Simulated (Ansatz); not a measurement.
**Ge: the order of phases at one pressure**

Which of bcc, hcp, beta tin, simple hexagonal, diamond has the lowest enthalpy for Ge at one common pressure? Methods of the runs shown: LAPW. Companion runs by PAW are cited.

Computed with Ansatz 0.2.0 (DFT, PBE, all-electron LAPW, scalar-relativistic, unless a step's input says otherwise).

### Step 1. The system as given

It takes space group Im-3m (No. 229, cubic). Conventional cell: a = 2.537 Å, b = 2.537 Å, c = 2.537 Å, α = 90.00°, β = 90.00°, γ = 90.00°. Ge (site symmetry m-3m) is surrounded by 8 Ge at 2.20 Å.

Coordinates:

```cif
data_structure
_symmetry_space_group_name_H-M 'Im-3m'
_symmetry_Int_Tables_number 229
_cell_length_a 2.5374
_cell_length_b 2.5374
_cell_length_c 2.5374
_cell_angle_alpha 90.000
_cell_angle_beta 90.000
_cell_angle_gamma 90.000
_cell_volume 16.34
loop_
_atom_site_label
_atom_site_type_symbol
_atom_site_symmetry_multiplicity
_atom_site_Wyckoff_symbol
_atom_site_fract_x
_atom_site_fract_y
_atom_site_fract_z
_atom_site_occupancy
Ge1 Ge 2 a 0.00000 0.00000 0.00000 1
```

The file gives the conventional cell by its symmetry; the runs use the cell typed in the input.

### Step 2. Bcc relaxed under pressure, LAPW

File input.yaml:

```yaml
crystal:
  lattice:
    - [-1.268690184, 1.268690184, 1.268690184]
    - [1.268690184, -1.268690184, 1.268690184]
    - [1.268690184, 1.268690184, -1.268690184]
  atoms:
    - { symbol: Ge, position: [0.0, 0.0, 0.0] }
kpoints:
  mp_grid: { grid: [21, 21, 21] }
scf:
  occupations: { method: fermi_dirac, width: 0.1 }
hamiltonian:
  xc: pbe
  pseudopotentials: { kind: all_electron, lapw: { basis_error: 0.0005 } }
output:
  forces: true
  stress: true
  eigenvalues: true
relax:
  f_tol: 0.005
  max_steps: 12
  cell: { p_target: 390.0, stress_tol: 0.195 }
```

The run is started by

```console
ansatz run input.yaml --threads 2 --pin off --max-ram 5120MiB --backend cpu --events-out ev --progress --plain --runs-dir out
```

The log of the run:

```text
The last accepted step is kept in <dir> (removed where the run ends without a failure and the disk answers)
LAPW: plane waves up to 11.218 Å⁻¹, error target 5.0e-4 eV per atom; small_component_spin mean_spin; Ge in spheres of 1.066 Å, 22 of its electrons in bands, Dirac shells []
Engine: ansatz 0.2.0
Pseudopotentials: kind: all_electron
Pseudopotential: Ge, LAPW, valence charge 22, Koelling and Harmon's equation, gaussian nucleus
Functional definition: PBE
  parameter kappa = 0.804
  parameter beta = 0.06672455060314922
  exchange = pbe_x(kappa = kappa, mu = beta*pi^2/3)
  correlation = pbe_c(beta = beta)
Crystal: 1 atoms, lattice volume = 8.168 Å³
Basis set: ecut = 479.4947941031384 eV, 201 PW (Γ), exchange–correlation at level 2
Bands: 15, of which v1, the nominal top of the filled ones, is band 11 counted from 1 (10 counted from 0)
Symmetry: 48 space group operations
Space group: Im-3m (ITA 229), of the structure as read, at distance tolerance 2.0e-5 Å
k-points: 286 of 9261
Non-local potential: Ge, projectors of the file, none
Initial density: superposition of atomic densities (chi_scale 0.1, normalization cell)
Initial wavefunctions: plane waves of lowest kinetic energy (no species holds an atomic orbital)
Functional: x = pbe(κ = 0.804, μ = 0.2195149727645171), c = pbe(β = 0.06672455060314922)
iter 1 solved again at ethr=6.94e-5 eV; its pass at ethr=1.00e-1 eV (dr2=1.53e-2 eV) is discarded
SCF iter   1: F=—  HF=-57109.966426 eV  |F-HF|=—  |Δ(HF+E_count)|=         —  Δρ=2.53e-2  dr2=1.53e-2  ethr=6.94e-5  ⟨swp⟩=3.2  Hψ=30553  notcnv=0
preconditioner: auto → none  [metal: Δε(μ)=0.093 eV  Ē_g=34.385 eV  σ=0.100 eV  W_gap=0.22  n_scr=0 (ndim 8)  ℏωp=48.6 eV  f_vac=0.000  D(μ)=0.28/eV (n_scr^D=0)]
SCF iter   2: F=—  HF=-57109.895697 eV  |F-HF|=—  |Δ(HF+E_count)|=   7.07e-2  Δρ=1.04e-2  dr2=2.41e-3  ethr=6.94e-5  ⟨swp⟩=2.0  Hψ=12067  notcnv=0
SCF iter   3: F=—  HF=-57109.887519 eV  |F-HF|=—  |Δ(HF+E_count)|=   8.18e-3  Δρ=5.56e-3  dr2=6.82e-4  ethr=1.09e-5  ⟨swp⟩=2.0  Hψ=11460  notcnv=0
iter 4 solved again at ethr=8.83e-8 eV; its pass at ethr=3.10e-6 eV (dr2=1.94e-5 eV) is discarded
SCF iter   4: F=—  HF=-57109.886382 eV  |F-HF|=—  |Δ(HF+E_count)|=   1.14e-3  Δρ=8.05e-4  dr2=1.95e-5  ethr=8.83e-8  ⟨swp⟩=2.0  Hψ=20087  notcnv=0
SCF iter   5: F=-57109.886386 eV  HF=-57109.886386 eV  |F-HF|=6.43e-8  |Δ(HF+E_count)|=   3.40e-6  Δρ=2.69e-5  dr2=2.74e-8  ethr=8.83e-8  ⟨swp⟩=2.0  Hψ=11453  notcnv=0
SCF 1 converged in 5 iterations: F = -57109.886386 eV  dr2 = 2.74e-8
relax step   1: F+E_penalty+E_count = -57109.88638570 eV  Δ(F+E_penalty+E_count) = +0.000e0 eV  max|allowed force component| = 0.000e0 eV/Å  Δτ_max = 0.0000 Å  P = +389.749 GPa  Ω = 8.168 Å³  (5 SCF iters, accepted)
Crystal: 1 atoms, lattice volume = 8.166 Å³
Basis set: ecut = 479.57699505388337 eV, 201 PW (Γ), exchange–correlation at level 2
Initial density: handed on by an earlier stage of this run
Initial wavefunctions: those handed on with the density
iter 1 solved again at ethr=4.71e-11 eV; its pass at ethr=1.00e-1 eV (dr2=1.04e-8 eV) is discarded
SCF iter   1: F=—  HF=-57109.881275 eV  |F-HF|=—  |Δ(HF+E_count)|=         —  Δρ=2.25e-5  dr2=1.69e-8  ethr=4.71e-11  ⟨swp⟩=5.3  Hψ=24772  notcnv=0
preconditioner: auto → none  [metal: Δε(μ)=0.090 eV  Ē_g=35.057 eV  σ=0.100 eV  W_gap=0.21  n_scr=0 (ndim 8)  ℏωp=48.6 eV  f_vac=0.000  D(μ)=0.28/eV (n_scr^D=0)]
SCF iter   2: F=-57109.881275 eV  HF=-57109.881275 eV  |F-HF|=1.46e-10  |Δ(HF+E_count)|=   8.10e-9  Δρ=1.09e-5  dr2=3.62e-9  ethr=4.71e-11  ⟨swp⟩=2.0  Hψ=11453  notcnv=0
SCF 2 converged in 2 iterations: F = -57109.881275 eV  dr2 = 3.62e-9
relax step   2: F+E_penalty+E_count = -57109.88127503 eV  Δ(F+E_penalty+E_count) = +5.111e-3 eV  max|allowed force component| = 0.000e0 eV/Å  Δτ_max = 0.0000 Å  P = +390.090 GPa  Ω = 8.166 Å³  (2 SCF iters, accepted)
iter 1 solved again at ethr=1.65e-11 eV; its pass at ethr=1.00e-1 eV (dr2=3.63e-9 eV) is discarded
SCF iter   1: F=—  HF=-57109.881275 eV  |F-HF|=—  |Δ(HF+E_count)|=         —  Δρ=1.09e-5  dr2=3.63e-9  ethr=1.65e-11  ⟨swp⟩=2.0  Hψ=20278  notcnv=0
SCF iter   2: F=-57109.881275 eV  HF=-57109.881275 eV  |F-HF|=6.18e-10  |Δ(HF+E_count)|=   2.16e-9  Δρ=5.65e-6  dr2=1.00e-9  ethr=1.65e-11  ⟨swp⟩=2.0  Hψ=11453  notcnv=0
SCF 3 converged in 2 iterations: F = -57109.881275 eV  dr2 = 1.00e-9
relax step   3: F+E_penalty+E_count = -57109.88127503 eV  Δ(F+E_penalty+E_count) = -2.372e-9 eV  max|allowed force component| = 0.000e0 eV/Å  Δτ_max = 0.0000 Å  P = +390.090 GPa  Ω = 8.166 Å³  stress off target by 8.99e-2 GPa  SCF on the basis re-selected at this cell (its energy is not comparable with the rows above)  (2 SCF iters)
basis re-selected at this cell: Δ(F+E_penalty+E_count) = -2.372e-9 eV, ΔP = +0.000 GPa vs the last step (what re-selecting the basis moved, after the strain that the cell walked since its last selection, with what the two solves' SCF thresholds leave and, on support functions, any second-order correction that the steps lacked; it is no measure of the basis error at this ecutwfc). This SCF's stress stands 8.99e-2 GPa from its target on what of the cell is left free (relax.cell.stress_tol is 1.95e-1 GPa) and its largest allowed force component is 0.00e0 eV/Å (relax.f_tol is 5.00e-3 eV/Å): within both
SCF converged after 2 iterations
Free energy (F): -57109.881275 eV
Harris-Foulkes:  -57109.881275 eV  (|F-HF|=6.18e-10)
Internal energy: -57109.872209 eV  (E = F + TS)
E sigma→0 (E₀):  -57109.876742 eV
Entropy (-TS):   -0.009066 eV (-9.066 meV/atom)
Fermi energy:    34.103864 eV
--- Per-component energies (eV) ---
  E_band       = -558.283968
  E_kinetic    = 58366.319676
  E_xc         = -2180.754459
  E_electrostatic = -113295.437426  (all electrons and nuclei)
  E_smearing   = -0.009066  (= −TS)
  E_closure    = 0.000000  (closes the sum)
  E_atoms      = -57111.799917  (free atoms, spherical and without spin; not in F)
  Σ components = -57109.881275   (vs F -57109.881275, Δ=0.00e0)
  Basis errors (estimates in eV, not in F): energy 1.3e-4 per atom: plane waves 1.2e-4 (6.6e-5 summed), levels above the bands 3.2e-95, relativity 1.5e-8, radial functions 4.0e-6, core shells 1.2e-10; eigenvalues (radial functions only) 8.8e-6; not estimated: angular momenta, meshes, grids; target (lapw.basis_error) 5.0e-4; muffin-tin radii Ge 1.066 Å
--- Forces (eV/Å), atoms counted from 1 ---
  atom   1  Ge     0.00000000     0.00000000    -0.00000000
  max |Σ_I F_I| component: 1.19e-31 eV/Å
--- Stress (GPa, compression-positive) ---
      390.089872       0.000000       0.000000
        0.000000     390.089872       0.000000
        0.000000       0.000000     390.089872
  P = ⅓ Tr σ = 390.0899 GPa (3900.899 kbar)
--- Band table (eV; the first three rows and the last of 286) ---
  k-point 0: bands = ["-131.2895", "-78.3950", "-78.3950", "-78.3950", "7.1550", "7.1550", "7.1550", "7.8850", "7.8850", "10.3910", "55.4129", "55.4129", "55.4129", "56.6004", "56.6004"]
  k-point 1: bands = ["-131.2891", "-78.3971", "-78.3958", "-78.3949", "7.1466", "7.1589", "7.1800", "7.8764", "7.8853", "10.5017", "52.9592", "54.4506", "54.7528", "54.8028", "55.7164"]
  k-point 2: bands = ["-131.2882", "-78.4033", "-78.3981", "-78.3948", "7.1220", "7.1659", "7.2529", "7.8523", "7.8861", "10.8377", "49.3477", "52.7707", "53.0542", "53.0973", "54.9771"]
  k-point 285: bands = ["-131.2622", "-78.4694", "-78.4692", "-78.4692", "6.5997", "6.6051", "8.2274", "8.2274", "8.2324", "31.5374", "32.3054", "32.3054", "37.4358", "37.9539", "41.1202"]
--- Relaxed structure (2 steps of the walk, 2 accepted, 1 SCFs on fresh bases) ---
  F+E_penalty+E_count = -57109.88127503 eV   max|allowed force component| = 0.000e0 eV/Å   (the final SCF, on the basis selected at the relaxed cell)
  cell:  # Å, volume = 8.1661 Å³
    - [-1.2685814506687683, 1.2685814506687683, 1.2685814506687683]
    - [1.2685814506687683, -1.2685814506687683, 1.2685814506687683]
    - [1.2685814506687683, 1.2685814506687683, -1.2685814506687683]
  atoms:
    - { symbol: Ge, position: [0.0, 0.0, 0.0] }
```

Wall time 16 s (2 threads of Intel Xeon Platinum 8488C (Sapphire Rapids), shared host); peak memory 0.53 GiB.

The steps of the relaxation:

| step | energy from step 1 (eV/cell) | largest force component (eV/Å) | pressure (GPa) | volume (Å³) |
| --- | --- | --- | --- | --- |
| 1 | 0.0000 | 0.0000 | 389.75 | 8.17 |
| 2 | 0.0051 | 0.0000 | 390.09 | 8.17 |
| 3 | 0.0051 | 0.0000 | 390.09 | 8.17 |

Step 1 is the start. Step 3 repeats the geometry before on a plane-wave basis chosen anew for that cell, so the energy can jump there without any move; the table keeps such jumps.

| input's cell | before | after | change |
| --- | --- | --- | --- |
| a (Å) | 2.197 | 2.197 | -0.0 % |
| b (Å) | 2.197 | 2.197 | -0.0 % |
| c (Å) | 2.197 | 2.197 | -0.0 % |
| volume (Å³/atom) | 8.17 | 8.17 | -0.0 % |

This run gives: pressure 390.09 GPa; no gap.

### Step 3. Hcp relaxed under pressure, LAPW

File input.yaml:

```yaml
crystal:
  lattice:
    - [2.2537837228, 0.0, 0.0]
    - [-1.1268918614, 1.9518339586, 0.0]
    - [0.0, 0.0, 3.6966231987]
  atoms:
    - { symbol: Ge, position: [0.3333333333, 0.6666666667, 0.25] }
    - { symbol: Ge, position: [0.6666666667, 0.3333333333, 0.75] }
kpoints:
  mp_grid: { grid: [19, 19, 11] }
scf:
  occupations: { method: fermi_dirac, width: 0.1 }
hamiltonian:
  xc: pbe
  pseudopotentials: { kind: all_electron, lapw: { basis_error: 0.0005 } }
output:
  forces: true
  stress: true
  eigenvalues: true
relax:
  f_tol: 0.005
  max_steps: 12
  cell: { p_target: 390.0, stress_tol: 0.195 }
```

The run is started by

```console
ansatz run input.yaml --threads 2 --pin off --max-ram 5120MiB --backend cpu --events-out ev --progress --plain --runs-dir out
```

The log of the run:

```text
[... 1 set-up line as earlier in the session ...]
LAPW: plane waves up to 10.883 Å⁻¹, error target 5.0e-4 eV per atom; small_component_spin mean_spin; Ge in spheres of 1.093 Å, 22 of its electrons in bands, Dirac shells []
[... 8 set-up lines as earlier in the session ...]
Crystal: 2 atoms, lattice volume = 16.261 Å³
Basis set: ecut = 451.27634950737394 eV, 337 PW (Γ), exchange–correlation at level 2
Bands: 27, of which v1, the nominal top of the filled ones, is band 22 counted from 1 (21 counted from 0)
Symmetry: 24 space group operations
Space group: P63/mmc (ITA 194), of the structure as read, at distance tolerance 2.5e-5 Å
k-points: 240 of 3971
[... 4 set-up lines as earlier in the session ...]
iter 1 solved again at ethr=6.69e-5 eV; its pass at ethr=1.00e-1 eV (dr2=2.94e-2 eV) is discarded
SCF iter   1: F=—  HF=-114219.901708 eV  |F-HF|=—  |Δ(HF+E_count)|=         —  Δρ=2.49e-2  dr2=2.96e-2  ethr=6.69e-5  ⟨swp⟩=3.1  Hψ=45295  notcnv=0
preconditioner: auto → none  [metal: Δε(μ)=0.014 eV  Ē_g=29.815 eV  σ=0.100 eV  W_gap=0.04  n_scr=8 (ndim 8)  ℏωp=48.7 eV  f_vac=0.000  D(μ)=0.41/eV (n_scr^D=2)  sad-step TF]
SCF iter   2: F=—  HF=-114219.756044 eV  |F-HF|=—  |Δ(HF+E_count)|=   1.46e-1  Δρ=1.34e-2  dr2=1.02e-2  ethr=6.69e-5  ⟨swp⟩=2.1  Hψ=18606  notcnv=0
SCF iter   3: F=—  HF=-114219.738054 eV  |F-HF|=—  |Δ(HF+E_count)|=   1.80e-2  Δρ=6.63e-3  dr2=2.45e-3  ethr=2.33e-5  ⟨swp⟩=2.0  Hψ=17997  notcnv=0
iter 4 solved again at ethr=1.55e-7 eV; its pass at ethr=5.56e-6 eV (dr2=6.80e-5 eV) is discarded
SCF iter   4: F=—  HF=-114219.735371 eV  |F-HF|=—  |Δ(HF+E_count)|=   2.68e-3  Δρ=1.03e-3  dr2=6.80e-5  ethr=1.55e-7  ⟨swp⟩=2.0  Hψ=31251  notcnv=0
SCF iter   5: F=—  HF=-114219.735377 eV  |F-HF|=—  |Δ(HF+E_count)|=   5.68e-6  Δρ=3.29e-5  dr2=6.82e-8  ethr=1.55e-7  ⟨swp⟩=2.0  Hψ=17996  notcnv=0
SCF iter   6: F=-114219.735377 eV  HF=-114219.735377 eV  |F-HF|=7.28e-11  |Δ(HF+E_count)|=   4.55e-8  Δρ=2.55e-6  dr2=3.88e-10  ethr=1.55e-10  ⟨swp⟩=2.9  Hψ=18837  notcnv=0
SCF 1 converged in 6 iterations: F = -114219.735377 eV  dr2 = 3.88e-10
relax step   1: F+E_penalty+E_count = -114219.73537706 eV  Δ(F+E_penalty+E_count) = +0.000e0 eV  max|allowed force component| = 1.388e-16 eV/Å  Δτ_max = 0.0000 Å  P = +389.819 GPa  Ω = 16.261 Å³  (6 SCF iters, accepted)
Crystal: 2 atoms, lattice volume = 16.259 Å³
Basis set: ecut = 451.328704188285 eV, 337 PW (Γ), exchange–correlation at level 2
[... 2 set-up lines as earlier in the session ...]
iter 1 solved again at ethr=3.50e-11 eV; its pass at ethr=1.00e-1 eV (dr2=1.54e-8 eV) is discarded
SCF iter   1: F=—  HF=-114219.728491 eV  |F-HF|=—  |Δ(HF+E_count)|=         —  Δρ=7.94e-6  dr2=5.57e-9  ethr=3.50e-11  ⟨swp⟩=5.1  Hψ=40229  notcnv=0
preconditioner: auto → none  [metal: Δε(μ)=0.010 eV  Ē_g=30.484 eV  σ=0.100 eV  W_gap=0.02  n_scr=8 (ndim 8)  ℏωp=48.7 eV  f_vac=0.000  D(μ)=0.41/eV (n_scr^D=2)]
SCF iter   2: F=-114219.728491 eV  HF=-114219.728491 eV  |F-HF|=8.29e-10  |Δ(HF+E_count)|=   2.95e-9  Δρ=3.25e-6  dr2=8.35e-10  ethr=1.27e-11  ⟨swp⟩=2.0  Hψ=17997  notcnv=0
SCF 2 converged in 2 iterations: F = -114219.728491 eV  dr2 = 8.35e-10
relax step   2: F+E_penalty+E_count = -114219.72849098 eV  Δ(F+E_penalty+E_count) = +6.886e-3 eV  max|allowed force component| = 1.480e-16 eV/Å  Δτ_max = 0.0000 Å  P = +390.052 GPa  Ω = 16.259 Å³  (2 SCF iters, accepted)
iter 1 solved again at ethr=1.79e-12 eV; its pass at ethr=1.00e-1 eV (dr2=7.86e-10 eV) is discarded
SCF iter   1: F=—  HF=-114219.728491 eV  |F-HF|=—  |Δ(HF+E_count)|=         —  Δρ=3.24e-6  dr2=8.34e-10  ethr=3.29e-12 (applied; sched 1.79e-12)  ⟨swp⟩=3.2  Hψ=32119  notcnv=0  reapply=8
SCF iter   2: F=-114219.728491 eV  HF=-114219.728491 eV  |F-HF|=1.46e-11  |Δ(HF+E_count)|=  4.07e-10  Δρ=1.49e-6  dr2=1.50e-10  ethr=2.27e-12 (applied; sched 1.79e-12)  ⟨swp⟩=2.0  Hψ=17997  notcnv=0
SCF 3 converged in 2 iterations: F = -114219.728491 eV  dr2 = 1.50e-10
relax step   3: F+E_penalty+E_count = -114219.72849105 eV  Δ(F+E_penalty+E_count) = -6.420e-8 eV  max|allowed force component| = 2.220e-16 eV/Å  Δτ_max = 0.0000 Å  P = +390.052 GPa  Ω = 16.259 Å³  stress off target by 7.23e-2 GPa  SCF on the basis re-selected at this cell (its energy is not comparable with the rows above)  (2 SCF iters)
basis re-selected at this cell: Δ(F+E_penalty+E_count) = -6.420e-8 eV, ΔP = -0.000 GPa vs the last step (what re-selecting the basis moved, after the strain that the cell walked since its last selection, with what the two solves' SCF thresholds leave and, on support functions, any second-order correction that the steps lacked; it is no measure of the basis error at this ecutwfc). This SCF's stress stands 7.23e-2 GPa from its target on what of the cell is left free (relax.cell.stress_tol is 1.95e-1 GPa) and its largest allowed force component is 2.22e-16 eV/Å (relax.f_tol is 5.00e-3 eV/Å): within both
SCF converged after 2 iterations
Free energy (F): -114219.728491 eV
Harris-Foulkes:  -114219.728491 eV  (|F-HF|=1.46e-11)
Internal energy: -114219.715006 eV  (E = F + TS)
E sigma→0 (E₀):  -114219.721749 eV
Entropy (-TS):   -0.013485 eV (-6.742 meV/atom)
Fermi energy:    34.589099 eV
--- Per-component energies (eV) ---
  E_band       = -1110.212692
  E_kinetic    = 116731.940613
  E_xc         = -4361.725455
  E_electrostatic = -226589.930165  (all electrons and nuclei)
  E_smearing   = -0.013485  (= −TS)
  E_closure    = 0.000000  (closes the sum)
  E_atoms      = -114223.599835  (free atoms, spherical and without spin; not in F)
  Σ components = -114219.728491   (vs F -114219.728491, Δ=0.00e0)
  Basis errors (estimates in eV, not in F): energy 1.1e-4 per atom: plane waves 1.1e-4 (5.6e-5 summed), levels above the bands 7.4e-52, relativity 5.5e-9, radial functions 3.8e-6, core shells 4.9e-11; eigenvalues (radial functions only) 2.5e-7; not estimated: angular momenta, meshes, grids; target (lapw.basis_error) 5.0e-4; muffin-tin radii Ge 1.093 Å
--- Forces (eV/Å), atoms counted from 1 ---
  atom   1  Ge     0.00000000    -0.00000000    -0.00000000
  atom   2  Ge    -0.00000000     0.00000000     0.00000000
  max |Σ_I F_I| component: 1.85e-17 eV/Å
--- Stress (GPa, compression-positive) ---
      390.041559      -0.000000      -0.000000
       -0.000000     390.041559      -0.000000
       -0.000000      -0.000000     390.072267
  P = ⅓ Tr σ = 390.0518 GPa (3900.518 kbar)
--- Band table (eV; the first three rows and the last of 240) ---
  k-point 0: bands = ["-131.1368", "-131.1233", "-78.3339", "-78.2609", "-78.2609", "-78.2467", "-78.2467", "-78.2421", "6.8974", "7.3805", "7.4512", "7.4512", "7.5527", "7.5527", "7.7401", "7.7401", "8.2505", "8.2505", "10.4574", "21.2340", "23.7575", "48.9081", "48.9081", "50.6644", "51.0125", "51.0125", "53.2107"]
  k-point 1: bands = ["-131.1366", "-131.1235", "-78.3321", "-78.2606", "-78.2606", "-78.2470", "-78.2470", "-78.2440", "6.9093", "7.3760", "7.4408", "7.4408", "7.5448", "7.5448", "7.7630", "7.7630", "8.2460", "8.2460", "10.5524", "20.1056", "25.0544", "49.0081", "49.0081", "50.2918", "51.0802", "51.0802", "51.4365"]
  k-point 2: bands = ["-131.1358", "-131.1243", "-78.3267", "-78.2598", "-78.2598", "-78.2494", "-78.2478", "-78.2478", "6.9439", "7.3600", "7.4198", "7.4198", "7.5232", "7.5232", "7.8203", "7.8203", "8.2316", "8.2316", "10.8407", "18.3987", "27.2663", "47.5406", "49.3059", "49.3059", "51.0285", "51.2788", "51.2788"]
  k-point 239: bands = ["-131.1195", "-131.1194", "-78.3212", "-78.3210", "-78.3052", "-78.3017", "-78.2639", "-78.2632", "7.1158", "7.1178", "7.3805", "7.4815", "7.6504", "7.6809", "7.8285", "7.8393", "8.2678", "8.2823", "25.1849", "25.7469", "27.6665", "28.2874", "29.5957", "29.7278", "46.0277", "46.8650", "48.5543"]
--- Relaxed structure (2 steps of the walk, 2 accepted, 1 SCFs on fresh bases) ---
  F+E_penalty+E_count = -114219.72849105 eV   max|allowed force component| = 2.220e-16 eV/Å   (the final SCF, on the basis selected at the relaxed cell)
  cell:  # Å, volume = 16.2587 Å³
    - [2.2536170428814146, 0.0, -2.8554948142979787e-35]
    - [-1.1268085214407073, 1.9516896095368699, 3.900678456705767e-35]
    - [-4.683540957131086e-35, 4.683540957131086e-35, 3.6965267356399054]
  atoms:
    - { symbol: Ge, position: [0.33333333333333337, 0.6666666666666667, 0.25] }
    - { symbol: Ge, position: [0.6666666666666667, 0.33333333333333337, 0.75] }
```

Run time: 33 s. Hardware: 2 threads of Intel Xeon Platinum 8488C (Sapphire Rapids), shared host; peak memory 0.84 GiB.

Step by step:

| step | energy from step 1 (eV/cell) | largest force component (eV/Å) | pressure (GPa) | volume (Å³) |
| --- | --- | --- | --- | --- |
| 1 | 0.0000 | 0.0000 | 389.82 | 16.26 |
| 2 | 0.0069 | 0.0000 | 390.05 | 16.26 |
| 3 | 0.0069 | 0.0000 | 390.05 | 16.26 |

Step 1 is the start. Step 3 repeats the geometry before on a plane-wave basis chosen anew for that cell, so the energy can jump there without any move; the table keeps such jumps.

| input's cell | before | after | change |
| --- | --- | --- | --- |
| a (Å) | 2.254 | 2.254 | -0.0 % |
| b (Å) | 2.254 | 2.254 | -0.0 % |
| c (Å) | 3.697 | 3.697 | -0.0 % |
| volume (Å³/atom) | 8.13 | 8.13 | -0.0 % |

In short: pressure 390.05 GPa; no gap.

(Part 1 of 3 ends here.)
